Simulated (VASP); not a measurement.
# GaN (F-43m) in VASP: notebook, part 2 of 2

VASP 6.6.1.

## (4) Single point, PBEsol

Input file INCAR:

```
SYSTEM = GaN
PREC = Accurate
ENCUT = 520
EDIFF = 1E-6
ISMEAR = 0
SIGMA = 0.02
LREAL = .False.
LASPH = .True.
NELM = 100
ALGO = Normal
ISIF = 2
LWAVE = .False.
LCHARG = .True.
GGA = PS
LELF = .True.
LVHAR = .True.
NBANDS = 16
```

Input file KPOINTS:

```
regular mesh
0
Gamma
  10 10 10
  0 0 0
```

Input file POSCAR:

```
GaN
1.0
    0.0000000000      2.2491150720      2.2491150720
    2.2491150720      0.0000000000      2.2491150720
    2.2491150720      2.2491150720      0.0000000000
Ga N
1 1
Direct
    0.0000000000      0.0000000000      0.0000000000
    0.7500000000      0.7500000000      0.7500000000
```

Potentials or basis: VASP PAW PBE potentials, release 64 (Ga_d, N).

Command:

```
$ cat potpaw_PBE.64/Ga_d/POTCAR potpaw_PBE.64/N/POTCAR > POTCAR
$ mpirun -np 1 vasp_std > vasp.out
```

OUTCAR:

```text
SYSTEM = GaN
   PREC = Accurate
   ENCUT = 520
   EDIFF = 1E-6
   ISMEAR = 0
   LREAL = .False.
   LASPH = .True.
   NELM = 100
   ISIF = 2
   GGA = PS

 ion  position               nearest neighbor table
   1  0.000  0.000  0.000-   2 1.95   2 1.95   2 1.95   2 1.95
   2  0.750  0.750  0.750-   1 1.95   1 1.95   1 1.95   1 1.95

  LATTYP: Found a face centered cubic cell.
 ALAT       =     4.4982301440

  Lattice vectors:

 A1 = (   0.0000000000,   2.2491150720,   2.2491150720)
 A2 = (   2.2491150720,   0.0000000000,   2.2491150720)
 A3 = (   2.2491150720,   2.2491150720,   0.0000000000)

Analysis of symmetry for initial positions (statically):
=====================================================================
 Subroutine PRICEL returns:
 Original cell was already a primitive cell.

 Routine SETGRP: Setting up the symmetry group for a
 face centered cubic supercell.

 Subroutine GETGRP returns: Found 24 space group operations
 (whereof 24 operations were pure point group operations)
 out of a pool of 48 trial point group operations.

The static configuration has the point symmetry T_d .

Analysis of symmetry for dynamics (positions and initial velocities):
=====================================================================
 Subroutine PRICEL returns:
 Original cell was already a primitive cell.

 Routine SETGRP: Setting up the symmetry group for a
 face centered cubic supercell.

 Subroutine GETGRP returns: Found 24 space group operations
 (whereof 24 operations were pure point group operations)
 out of a pool of 48 trial point group operations.

The dynamic configuration has the point symmetry T_d .

 Subroutine INISYM returns: Found 24 space group operations
 (whereof 24 operations are pure point group operations),
 and found     1 'primitive' translations

----------------------------------------------------------------------------------------

                                     Primitive cell

  volume of cell :      22.7544

  direct lattice vectors                    reciprocal lattice vectors
     0.000000000  2.249115072  2.249115072    -0.222309657  0.222309657  0.222309657
     2.249115072  0.000000000  2.249115072     0.222309657 -0.222309657  0.222309657
     2.249115072  2.249115072  0.000000000     0.222309657  0.222309657 -0.222309657

  length of vectors
     3.180729038  3.180729038  3.180729038     0.385051621  0.385051621  0.385051621

  position of ions in fractional coordinates (direct lattice)
     0.000000000  0.000000000  0.000000000
     0.750000000  0.750000000  0.750000000

  ion indices of the primitive-cell ions
   primitive index   ion index
                 1           1
                 2           2

----------------------------------------------------------------------------------------

 KPOINTS: regular mesh

Automatic generation of k-mesh.
 Grid dimensions read from file:
 generate k-points for:   10   10   10

 Generating k-lattice:

  Cartesian coordinates                     Fractional coordinates (reciprocal lattice)
    -0.022230966  0.022230966  0.022230966     0.100000000  0.000000000  0.000000000
     0.022230966 -0.022230966  0.022230966     0.000000000  0.100000000  0.000000000
     0.022230966  0.022230966 -0.022230966     0.000000000  0.000000000  0.100000000

  Length of vectors
     0.038505162  0.038505162  0.038505162

  Shift w.r.t. Gamma in fractional coordinates (k-lattice)
     0.000000000  0.000000000  0.000000000

 Subroutine IBZKPT returns following result:
 ===========================================

 Found     47 irreducible k-points:

 Following reciprocal coordinates:
            Coordinates               Weight
  0.000000  0.000000  0.000000      1.000000
  0.100000  0.000000  0.000000      8.000000
  0.200000  0.000000  0.000000      8.000000
  0.300000  0.000000  0.000000      8.000000
  0.400000  0.000000  0.000000      8.000000
  0.500000  0.000000  0.000000      4.000000
[... 16 lines left out ...]
  0.300000  0.300000  0.000000      6.000000
  0.400000  0.300000  0.000000     24.000000
 [... further k-points ...]
   k-points           NKPTS =     47   k-points in BZ     NKDIM =     47   number of bands    NBANDS=     16
   number of dos      NEDOS =    301   number of ions     NIONS =      2
   total plane-waves  NPLWV =  13824
   dimension x,y,z NGX =    24 NGY =   24 NGZ =   24
   dimension x,y,z NGXF=    48 NGYF=   48 NGZF=   48
   ions per type =               1   1
   NGX,Y,Z   is equivalent  to a cutoff of  12.54, 12.54, 12.54 a.u.
   NGXF,Y,Z  is equivalent  to a cutoff of  25.09, 25.09, 25.09 a.u.
 SYSTEM =  GaN
   PREC   = accura    normal or accurate (medium, high low for compatibility)
   ISTART =      0    job   : 0-new  1-cont  2-samecut
   ICHARG =      2    charge: 1-file 2-atom 10-const
   ISPIN  =      1    spin polarized calculation?
   LNONCOLLINEAR =      F non collinear calculations
   LSORBIT =      F    spin-orbit coupling
   LASPH  =      T    aspherical Exc in radial PAW
   ENCUT  =  520.0 eV  38.22 Ry    6.18 a.u.   5.91  5.91  5.91*2*pi/ulx,y,z
   NELM   =    100;   NELMIN=  2; NELMDL= -5     # of ELM steps
   EDIFF  = 0.1E-05   stopping-criterion for ELM
   LREAL  =      F    real-space projection
   EDIFFG = 0.1E-04   stopping-criterion for IOM
   NSW    =      0    number of steps for IOM
   IBRION =     -1    ionic relax: 0-MD 1-quasi-New 2-CG
   NFREE  =      0    steps in history (QN), initial steepest desc. (CG)
   ISIF   =      2    stress and relaxation
   ISYM   =      2    0-nonsym 1-usesym 2-fastsym
   POTIM  = 0.5000    time-step for ionic-motion
   TEBEG  =    0.0;   TEEND  =   0.0 temperature during run
   PSTRESS=    0.0 pullay stress
   NELECT =      18.0000    total number of electrons
   NUPDOWN=      -1.0000    fix difference up-down
   EMIN   =  10.00;   EMAX   =-10.00  energy-range for DOS
   EFERMI =   0.00;   METHOD = LEGACY
   ISMEAR =     0;   SIGMA  =   0.02  broadening in eV -4-tet -1-fermi 0-gaus
   EFERMI_NEDOS =   21; number of points for ismear=-14 and -15
   IALGO  =     38    algorithm
   IMIX   =      4    mixing-type and parameters
     AMIX     =   0.40;   BMIX     =  1.00
     AMIX_MAG =   1.60;   BMIX_MAG =  1.00
  volume/ion in A,a.u.               =      11.38        76.78
  Fermi-wavevector in a.u.,A,eV,Ry     =   1.514063  2.861164 31.189822  2.292387
  Thomas-Fermi vector in A             =   2.623771
   LORBIT       =      0    0 simple, 1 ext, 2 COOP (PROOUT), +10 PAW based schemes
   GGA     = PS    functional components
   LHFCALC =     F    Hartree Fock is set to
   AEXX    =    0.0000 exact exchange contribution
   IVDW    =     0    specifies the selected vdW correction
   LEPSILON=     F    determine dielectric tensor
   LRPA    =     F    only Hartree local field effects (RPA)
 non-spin polarized calculation
 Gauss-broadening in eV      SIGMA  =   0.02
  energy-cutoff  :      520.00
  volume of cell :       22.75
 maximum number of plane-waves:       622
   NGX = 11   NGY = 11   NGZ = 11

 number of electron      18.0000008 magnetization

 Free energy of the ion-electron system (eV)
  ---------------------------------------------------
  ext. energy  EPLUGINS =         0.00000000
  ---------------------------------------------------
  free energy    TOTEN  =       -13.12251788 eV

  energy without entropy =      -13.12251788  energy(sigma->0) =      -13.12251788

 E-fermi :   5.3755     XC(G=0): -11.9334

 val. band max:        5.2131757404   @ k =   0.0000   0.0000   0.0000
 cond. band min:       6.9335469966   @ k =   0.0000   0.0000   0.0000
 fundamental gap:      1.7203712562
 Fermi energy:         5.3754589698

 k-point     1 :       0.0000    0.0000    0.0000
  band No.  band energies     occupation
      1     -10.7692      2.00000
      2      -8.1951      2.00000
      3      -8.1951      2.00000
      4      -8.1951      2.00000
      5      -7.8640      2.00000
      6      -7.8640      2.00000
[... 8 lines left out ...]
     15      23.9494      0.00000
     16      23.9494      0.00000
[... 419 lines left out ...]
 k-point    24 :       0.4000    0.3000    0.0000
  band No.  band energies     occupation
      1      -9.7400      2.00000
      2      -8.0651      2.00000
      3      -7.9641      2.00000
      4      -7.9632      2.00000
      5      -7.8017      2.00000
      6      -6.9562      2.00000
[... 8 lines left out ...]
     15      27.5013      0.00000
     16      27.6098      0.00000

 [... further k-points ...]
[... 5 lines left out ...]
  --------------------------------------------------------------------------------------
  -------------------------------------------------------------------------------------
  Total       -0.0323171     -0.0323171     -0.0323171      0.0000000      0.0000000     -0.0000000
  in kB       -2.2755046     -2.2755046     -2.2755046      0.0000000      0.0000000     -0.0000000
  external PRESSURE =      -2.2755046 kB  Pullay stress =       0.0000000 kB

 VOLUME and BASIS-vectors are now :
 -----------------------------------------------------------------------------
  energy-cutoff  :      520.00
  volume of cell :       22.75
      direct lattice vectors                 reciprocal lattice vectors
     0.000000000  2.249115072  2.249115072    -0.222309657  0.222309657  0.222309657
     2.249115072  0.000000000  2.249115072     0.222309657 -0.222309657  0.222309657
     2.249115072  2.249115072  0.000000000     0.222309657  0.222309657 -0.222309657

 POSITION                                       TOTAL-FORCE (eV/Angst)
 -----------------------------------------------------------------------------------
      0.00000      0.00000      0.00000        -0.000000      0.000000      0.000000
      3.37367      3.37367      3.37367         0.000000     -0.000000     -0.000000
 -----------------------------------------------------------------------------------
    total drift:                               -0.000001     -0.000001     -0.000001

  FREE ENERGIE OF THE ION-ELECTRON SYSTEM (eV)
  ---------------------------------------------------
  free  energy   TOTEN  =       -13.1225178837 eV

  energy  without entropy=      -13.1225178837  energy(sigma->0) =      -13.12251788
```

Run time: 10 s. Hardware: 1 thread of AMD EPYC 9R45 (Zen 5), shared host; peak memory 0.11 GiB.

Results:

| Item | Value |
| --- | --- |
| Free energy | -13.1225 eV |
| Pressure | -0.2 GPa |
| Band gap on the k mesh | 1.72 eV, direct |

Caveat: the PAW data sets were made with another functional, which shifts forces and pressure a little.

## (5) Against experiment

Step 2. Against the measured gap of GaN, 3.299 eV (direct; 0 K; a printed reference work, textbook), the calculated 1.72 eV is off by -1.58 eV. Spin-orbit coupling on Ga is left out. The value is that of PBEsol, without temperature or zero-point motion. Semilocal functionals fall short of measured gaps as a rule. The cell is a database's relaxed one, not the measured one, which moves gaps too.

Step 4. Measured gap of GaN: 3.299 eV (direct; 0 K; a printed reference work, textbook). This calculation gives 1.72 eV (-1.58 eV). Spin-orbit coupling on Ga is left out. The value is that of PBEsol, without temperature or zero-point motion. Semilocal functionals fall short of measured gaps as a rule. The cell is a database's relaxed one, not the measured one, which moves gaps too.
